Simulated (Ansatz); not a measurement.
## Pd: relaxation of cell and atoms with PBEsol+D3(BJ)-ATM

Crystal: Pd.

```
CELL_PARAMETERS angstrom
2.78367 0.00000 0.00000
-1.39183 2.41072 0.00000
0.00000 0.00000 4.62889
ATOMIC_POSITIONS crystal
Pd 0.33333 0.66667 0.25000
Pd 0.66667 0.33333 0.75000
```

This isn't the form of Pd at room conditions, which is fcc.

* Program: Ansatz 0.2.0
* Task: relaxation of cell and atoms
* Functional: PBEsol
* Dispersion: D3(BJ)-ATM
* Potentials or basis: Ansatz PAW
* Cutoff: 420 eV (not typed: the program's choice for these potentials)
* k mesh: 11 × 11 × 6
* Occupations: fermi-dirac, width 0.05 eV
* Spin: no spin polarisation

- Relaxed volume: 14.26 Å³/atom
- Relaxed cell: a = 2.704 Å, b = 2.704 Å, c = 4.505 Å, α = 90.00°, β = 90.00°, γ = 120.00°
- Space group after relaxing (to 0.05 Å): P6_3/mmc (No. 194)
- Energy gained by relaxing: 65.0 meV/atom
- Ionic steps: 9
- Pressure after relaxing: 0.0 GPa
- Band gap on the k mesh: none (metal or under the smearing width)

Step by step:
| step | energy change (eV) | largest force (eV/Å) | volume (Å³) |
| --- | --- | --- | --- |
| 1 | 0.0000 | 0.0000 | 31.06 |
| 2 | -0.0559 | 0.0000 | 26.87 |
| 3 | -0.1283 | 0.0000 | 28.85 |
| 4 | -0.1309 | 0.0000 | 28.53 |
| 5 | -0.1310 | 0.0000 | 28.52 |
| 6 | -0.1310 | 0.0000 | 28.52 |
| 7 | -0.1299 | 0.0000 | 28.52 |
| 8 | -0.1299 | 0.0000 | 28.53 |
| 9 | -0.1299 | 0.0000 | 28.53 |

Final structure:
```yaml
crystal:
  lattice:
    - [2.70408, 0.00000, 0.00000]
    - [-1.35204, 2.34181, 0.00000]
    - [0.00000, 0.00000, 4.50516]
  atoms:
    - { symbol: Pd, position: [0.33333, 0.66667, 0.25000] }
    - { symbol: Pd, position: [0.66667, 0.33333, 0.75000] }
```

Levels at points of the mesh, in eV from the Fermi level:
| k point | band 14 | band 15 | band 16 | band 17 | band 18 | band 19 | band 20 | band 21 | band 22 |
| --- | --- | --- | --- | --- | --- | --- | --- | --- | --- |
| (0.00, 0.00, 0.00) | -2.55 | -2.55 | -1.79 | -1.79 | -0.26 | -0.26 | 0.65 | 7.19 | 16.94 |
| (0.00, 0.00, -0.50) | -2.98 | -2.98 | -2.98 | -0.76 | -0.76 | -0.76 | -0.76 | 14.23 | 14.23 |

Run time: 7.2 s on 2 threads of Intel(R) Xeon(R) 6975P-C (Granite Rapids) (shared host), peak memory 0.35 GiB.

Caveat: the plane-wave basis is chosen anew once the cell has moved, so the energies of steps on either side of that aren't comparable; pairwise dispersion overbinds metals, which lowers pressure and volume; the PAW data sets come from PBE, with cores solved anew for the run's functional, which leaves a small shift of forces and pressure.
